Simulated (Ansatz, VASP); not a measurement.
## One calculation of Au, two programs

INCAR

```
SYSTEM = Au
PREC = Accurate
ENCUT = 600
EDIFF = 1E-7
ISMEAR = -1
SIGMA = 0.08
LREAL = .False.
LASPH = .True.
NELM = 100
ALGO = Normal
ISIF = 3
LWAVE = .False.
LCHARG = .False.
GGA = PE
IBRION = 2
NSW = 60
EDIFFG = -0.005
```

Contents of KPOINTS:

```
regular mesh
0
Gamma
  15 15 14
  0 0 0
```

The input POSCAR:

```
Au
1.0
    2.8412141024      0.0000000000      0.0000000000
   -1.4206070512      2.4605635903      0.0000000000
    0.0000000000      0.0000000000      2.6707412562
Au
1
Direct
    0.0000000000      0.0000000000      0.0000000000
```

Input for Ansatz:

```yaml
crystal:
  lattice:
    - [2.8412141024, 0.0, 0.0]
    - [-1.4206070512, 2.4605635903, 0.0]
    - [0.0, 0.0, 2.6707412562]
  atoms:
    - { symbol: Au, position: [0.0, 0.0, 0.0] }
kpoints:
  mp_grid: { grid: [15, 15, 14] }
scf:
  occupations: { method: fermi_dirac, width: 0.08 }
hamiltonian:
  xc: pbe
  pseudopotentials: { kind: paw }
output:
  forces: true
  stress: true
relax:
  f_tol: 0.005
  max_steps: 40
  cell: {}
```

Alike in both runs: task relaxation of cell and atoms; functional PBE; k mesh 15 × 15 × 14; occupations fermi-dirac, width 0.08 eV; no spin polarisation.

|  | VASP | Ansatz |
| --- | --- | --- |
| version | VASP 6.6.1 | Ansatz 0.2.0 |
| potentials or method | VASP PAW PBE potentials, release 64 (Au) | PAW with Ansatz's default frozen-core files, scalar-relativistic |
| plane-wave cutoff (eV) | 600 | 420 |
| valence electrons in the cell | 11 | 19 |

VASP gave:

| Item | Value |
| --- | --- |
| relaxed volume (Å³/atom) | 19.32 |
| relaxed cell length with the largest relative difference (Å) | 2.800 |
| energy change over the relaxation (meV/atom) | -34 |

Estimate Ansatz's values.

relaxed volume (Å³/atom): 19.35; relaxed cell length with the largest relative difference (Å): 2.802; energy change over the relaxation (meV/atom): -35.

The two sets of potentials don't hold the same shells in valence.

Spin-orbit coupling is left out, which matters for the levels of Au.
